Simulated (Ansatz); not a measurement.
Wires are cut from relaxed bulk ZnS (F-43m, 20.16 Å³/atom, gap on the mesh 2.02 eV); atoms and period are relaxed, and energies count from that bulk. Caps count from half an H2 molecule.

Method: DFT PBE, scalar-relativistic, plane waves, PAW (Ansatz 0.2.0).

Settings: cutoff 420 eV, Γ-centred mesh 1×1×6 on the computed 28-atom cell, Gaussian smearing of 0.05 eV; no spin polarisation.

Start ([001] wire, 12 host atoms a period with H caps):

```yaml
crystal:
  lattice:
    - [16.00000, 0.00000, 0.00000]
    - [0.00000, 16.50000, 0.00000]
    - [0.00000, 0.00000, 5.44296]
  atoms:
    - { symbol: Zn, position: [0.58505, 0.50000, 0.75000] }
    - { symbol: S, position: [0.50000, 0.41753, 0.00000] }
    - { symbol: Zn, position: [0.58505, 0.33506, 0.25000] }
    - { symbol: Zn, position: [0.58505, 0.66494, 0.25000] }
    - { symbol: S, position: [0.50000, 0.58247, 0.50000] }
    - { symbol: Zn, position: [0.41495, 0.50000, 0.25000] }
    - { symbol: S, position: [0.32991, 0.41753, 0.50000] }
    - { symbol: S, position: [0.67009, 0.41753, 0.50000] }
    - { symbol: Zn, position: [0.41495, 0.33506, 0.75000] }
    - { symbol: Zn, position: [0.41495, 0.66494, 0.75000] }
    - { symbol: S, position: [0.32991, 0.58247, 0.00000] }
    - { symbol: S, position: [0.67009, 0.58247, 0.00000] }
    - { symbol: H, position: [0.52912, 0.28083, 0.41441] }
    - { symbol: H, position: [0.64098, 0.28083, 0.08559] }
    - { symbol: H, position: [0.52912, 0.71917, 0.08559] }
    - { symbol: H, position: [0.64098, 0.71917, 0.41441] }
    - { symbol: H, position: [0.28119, 0.46477, 0.64320] }
    - { symbol: H, position: [0.28119, 0.37029, 0.35680] }
    - { symbol: H, position: [0.71881, 0.46477, 0.35680] }
    - { symbol: H, position: [0.71881, 0.37029, 0.64320] }
    - { symbol: H, position: [0.47088, 0.28083, 0.58559] }
    - { symbol: H, position: [0.35902, 0.28083, 0.91441] }
    - { symbol: H, position: [0.47088, 0.71917, 0.91441] }
    - { symbol: H, position: [0.35902, 0.71917, 0.58559] }
    - { symbol: H, position: [0.28119, 0.53523, 0.85680] }
    - { symbol: H, position: [0.28119, 0.62971, 0.14320] }
    - { symbol: H, position: [0.71881, 0.53523, 0.14320] }
    - { symbol: H, position: [0.71881, 0.62971, 0.85680] }
```

Task: What does the relaxation give?

Result: The free energy falls by 407 meV/atom.

- excess energy (eV per host atom): 0.484
- line energy (eV/Å): 1.060
- period (Å): 5.476
- gap on the mesh (eV): 3.64

Relaxed structure:
```yaml
crystal:
  lattice:
    - [16.00000, 0.00000, 0.00000]
    - [0.00000, 16.50000, 0.00000]
    - [0.00000, 0.00000, 5.47626]
  atoms:
    - { symbol: Zn, position: [0.58278, 0.50000, 0.75000] }
    - { symbol: S, position: [0.50000, 0.41628, 0.00000] }
    - { symbol: Zn, position: [0.57750, 0.32977, 0.25989] }
    - { symbol: Zn, position: [0.57750, 0.67023, 0.24011] }
    - { symbol: S, position: [0.50000, 0.58372, 0.50000] }
    - { symbol: Zn, position: [0.41722, 0.50000, 0.25000] }
    - { symbol: S, position: [0.33527, 0.40547, 0.47087] }
    - { symbol: S, position: [0.66473, 0.40547, 0.52913] }
    - { symbol: Zn, position: [0.42250, 0.32977, 0.74011] }
    - { symbol: Zn, position: [0.42250, 0.67023, 0.75989] }
    - { symbol: S, position: [0.33527, 0.59453, 0.02913] }
    - { symbol: S, position: [0.66473, 0.59453, 0.97087] }
    - { symbol: H, position: [0.56886, 0.23726, 0.27027] }
    - { symbol: H, position: [0.76159, 0.27473, 0.06345] }
    - { symbol: H, position: [0.56886, 0.76274, 0.22973] }
    - { symbol: H, position: [0.76159, 0.72527, 0.43655] }
    - { symbol: H, position: [0.30331, 0.45878, 0.63337] }
    - { symbol: H, position: [0.23688, 0.29863, 0.05332] }
    - { symbol: H, position: [0.69669, 0.45878, 0.36663] }
    - { symbol: H, position: [0.76312, 0.29863, 0.94668] }
    - { symbol: H, position: [0.43114, 0.23726, 0.72973] }
    - { symbol: H, position: [0.23841, 0.27473, 0.93655] }
    - { symbol: H, position: [0.43114, 0.76274, 0.77027] }
    - { symbol: H, position: [0.23841, 0.72527, 0.56345] }
    - { symbol: H, position: [0.30331, 0.54122, 0.86663] }
    - { symbol: H, position: [0.23688, 0.70137, 0.44668] }
    - { symbol: H, position: [0.69669, 0.54122, 0.13337] }
    - { symbol: H, position: [0.76312, 0.70137, 0.55332] }
```

Each run keeps its start's symmetry and one magnetic start, so lower states can exist.

It took 17 min on 4 threads of Arm Neoverse V1, with other jobs on the host, peak memory 2.5 GiB.